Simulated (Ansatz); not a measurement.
# CaS (rocksalt): zero-pressure volume and bulk modulus with r²SCAN

One table from this session's results is given with a row withheld; the runs are named, their logs left out.

Program: Ansatz 0.2.0. Level of theory: DFT r²SCAN, scalar-relativistic, plane waves, PAW. These are calculated values, not measurements.

## The structure to begin with

Symmetry: Fm-3m, No. 225, cubic system. Conventional cell: a = 5.686 Å, b = 5.686 Å, c = 5.686 Å, α = 90.00°, β = 90.00°, γ = 90.00°. Ca (site symmetry m-3m) is surrounded by 6 S at 2.84 Å. S (site symmetry m-3m) has 6 Ca at 2.84 Å in its first shell of neighbours.

As a file:

```cif
data_structure
_symmetry_space_group_name_H-M 'Fm-3m'
_symmetry_Int_Tables_number 225
_cell_length_a 5.6860
_cell_length_b 5.6860
_cell_length_c 5.6860
_cell_angle_alpha 90.000
_cell_angle_beta 90.000
_cell_angle_gamma 90.000
_cell_volume 183.83
loop_
_atom_site_label
_atom_site_type_symbol
_atom_site_symmetry_multiplicity
_atom_site_Wyckoff_symbol
_atom_site_fract_x
_atom_site_fract_y
_atom_site_fract_z
_atom_site_occupancy
Ca1 Ca 4 b 0.50000 0.00000 0.00000 1
S1 S 4 a 0.00000 0.00000 0.00000 1
```

An earlier run on this cell at PBE gave 0.80 GPa at 22.979 Å³/atom (8×8×8 mesh), gap on the mesh 2.35 eV.

The first run:

Contents of input.yaml:

```yaml
crystal:
  lattice:
    - [0.0, 2.8430011916, 2.8430011916]
    - [2.8430011916, 0.0, 2.8430011916]
    - [2.8430011916, 2.8430011916, 0.0]
  atoms:
    - { symbol: Ca, position: [0.5, 0.5, 0.5] }
    - { symbol: S, position: [0.0, 0.0, 0.0] }
basis:
  ecutwfc: 500
  ecutrho_ratio: 4
kpoints:
  mp_grid: { grid: [8, 8, 8] }
hamiltonian:
  xc: r2scan
scf:
  occupations: { method: gaussian, width: 0.05 }
output:
  forces: true
  stress: true
  eigenvalues: true
```

The run is started by

```
> ansatz run input.yaml --threads 4 --pin off --max-ram 8192MiB --backend cpu --events-out ev --progress --plain --runs-dir out
```

Steps of the session up to this table: At the given cell; Stepping to 23.071 Å³/atom; Volume × 0.98 of the new zero; Volume × 1.02 of the new zero; Volume × 0.96 of the new zero; Volume × 1.04 of the new zero.

One table of the session follows, with a row left open; its other results are not shown here.

It belongs to the step «Energy and pressure against volume». 

```
volume (Å³/atom)  energy (meV/atom)  pressure (GPa)
          22.148               8.02            2.81
          22.609               2.04            1.37
          23.071               0.00            0.07
          23.532                  ?               ?
          23.994               6.24           -2.16
```

Q: Estimate the row for volume (Å³/atom) = 23.532 from the others.

Worked estimate for «energy (meV/atom)». A straight line through the neighbours (23.071, 0.00) and (23.994, 6.24) gives 0.00 + (6.24 − 0.00) × (23.532 − 23.071) / (23.994 − 23.071) = 3.12; a parabola fitted to 3 rows on both sides gives 1.40.

As computed: energy (meV/atom): 1.51; pressure (GPa): -1.10. In «energy (meV/atom)» the line misses by +1.61 and the parabola by -0.11.
